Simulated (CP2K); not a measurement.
The system is ZrSe2.

```
Zr Se
1.0
     3.79800    0.00000    0.00000
    -1.89900    3.28916    0.00000
     0.00000    0.00000    6.19200
Zr Se
1 2
Direct
  0.00000 0.00000 0.00000
  0.66667 0.33333 0.75000
  0.33333 0.66667 0.25000
```

```yaml
Program: CP2K 2026.2
Task: single point
Functional: PBE
Potentials_or_basis: POTENTIAL_UZH Zr GTH-PBE-q12, Se GTH-PBE-q6; TZVP-MOLOPT-PBE-GTH basis
Density_cutoff: 6123 eV
k_mesh: 8 × 8 × 5
Occupations: fermi-dirac, width 0.05 eV
Spin: no spin polarisation
```

On this cell: pressure 2.7 GPa; largest force 0.397 eV/Å; band gap on the k mesh 0.42 eV, indirect (least direct gap 1.08 eV).

The same run follows on a disturbed copy (atoms moved at random, drawn with an rms of 0.05 Å):

```
Zr Se
1.0
     3.79800    0.00000    0.00000
    -1.89900    3.28916    0.00000
     0.00000    0.00000    6.19200
Zr Se
1 2
Cartesian
  0.0364 -0.0011 -0.0010
  1.9216 1.0763 4.6344
  0.0024 2.2215 1.5591
```

Task: What changes?

Result: The energy moves by -0.6 meV/atom; pressure 2.3 GPa; largest force 0.348 eV/Å; band gap on the k mesh 0.36 eV, indirect (least direct gap 1.06 eV).

Forces on the atoms (eV/Å):
```
Zr  -0.074  0.015  0.012
Se  -0.031  0.148 -0.301
Se   0.105 -0.163  0.289
```

Stress tensor (GPa, compression positive):
```
 2.10 -0.15  0.43
-0.15  1.40 -0.97
 0.43 -0.97  3.32
```

Caveats: an odd mesh through Γ misses points on the zone boundary, where band edges often lie; the basis of atomic orbitals isn't converged, which shifts pressures, moduli and gaps; this functional lacks dispersion, which binds the layers, so the pressure and a relaxed spacing across them are unreliable (some runs).
